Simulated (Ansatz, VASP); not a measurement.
# AgCl in VASP and in Ansatz

```
Ag Cl
1.0
     3.30152   -0.02931   -0.02931
    -0.02931    3.30152   -0.02931
    -0.02931   -0.02931    3.30152
Ag Cl
1 1
Direct
  0.00000 0.00000 0.00000
  0.50000 0.50000 0.50000
```

Alike in both runs: task single point; functional PBEsol; k mesh 12 × 12 × 12; occupations gaussian, width 0.05 eV; no spin polarisation.

|  | VASP | Ansatz |
| --- | --- | --- |
| version | VASP 6.6.1 | Ansatz 0.2.0 |
| potentials or method | VASP PAW PBE potentials, release 64 (Ag, Cl) | scalar-relativistic, plane waves, PAW |
| plane-wave cutoff (eV) | 520 | 420 |
| valence electrons in the cell | 18 | 26 |

VASP gave:

- gap on the k mesh at the Fermi level (eV): 0.41
- least direct gap on the mesh (eV): 2.36
- pressure (GPa): 1.8
- largest component of the traceless stress (GPa): 0.18

Question: Estimate Ansatz's values.

Answer: gap on the k mesh at the Fermi level (eV): 0.41; least direct gap on the mesh (eV): 2.36; pressure (GPa): 1.9; largest component of the traceless stress (GPa): 0.18.

With one functional, cell and mesh, what is left measures potentials, basis and numerics. The two sets of potentials don't hold the same shells in valence.

Caveats: the PAW data sets were made with another functional, which shifts forces and pressure a little (VASP).
